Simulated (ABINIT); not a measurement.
# WC (Qusongite): band structure with BP86

The system is WC (Qusongite).

```
W C
1.0
     2.90650    0.00000    0.00000
    -1.45325    2.51710    0.00000
     0.00000    0.00000    2.83660
W C
1 1
Direct
  0.00000 0.00000 0.00000
  0.66667 0.33333 0.50000
```

```json
{"Program": "ABINIT 10.8.3 (patched build)", "Task": "band structure", "Functional": "BP86", "Potentials or basis": "JTH PAW PBE v2.0", "Cutoff": "517 eV", "k mesh": "10 × 10 × 9", "Occupations": "fermi-dirac, width 0.05 eV", "Spin": "spin-orbit coupling, no magnetisation", "Fine-grid cutoff": "1034.03 eV", "Exchange and correlation inside the PAW spheres": "full angular mesh (pawxcdev 0, this build's default; the released program takes 1)"}
```

```yaml
Pressure: 8.9 GPa
Band_gap_on_the_k_mesh: none (metal or under the smearing width)
Valence_electrons_inside_the_program's_atomic_spheres: W 11.89; C 2.49
```

Stress tensor (GPa, compression positive):
```
9.25 0.00 0.00
0.00 9.25 0.00
0.00 0.00 8.26
```

Levels at the corners of the path, in eV from the Fermi level:
```csv
point,band 15,band 16,band 17,band 18,band 19,band 20,band 21,band 22
Γ,-3.22,-3.22,0.09,0.09,2.96,2.96,3.35,3.35
M,-3.57,-3.57,-0.46,-0.46,2.27,2.27,4.30,4.30
K,-3.56,-3.42,0.35,0.69,0.71,1.15,2.01,2.09
Γ,-3.22,-3.22,0.09,0.09,2.96,2.96,3.35,3.35
A,-2.02,-2.02,-0.90,-0.90,-0.33,-0.33,3.53,3.53
L,-4.16,-4.16,0.34,0.34,4.30,4.30,5.14,5.14
H,-1.74,-1.53,-0.72,-0.49,4.22,4.30,6.23,6.48
A,-2.02,-2.02,-0.90,-0.90,-0.33,-0.33,3.53,3.53
```

Wall time 4 min on 1 thread of Arm Neoverse V1 (shared host), peak memory 0.18 GiB.

Caveat: the PAW data sets were made with another functional, which shifts forces and pressure a little.
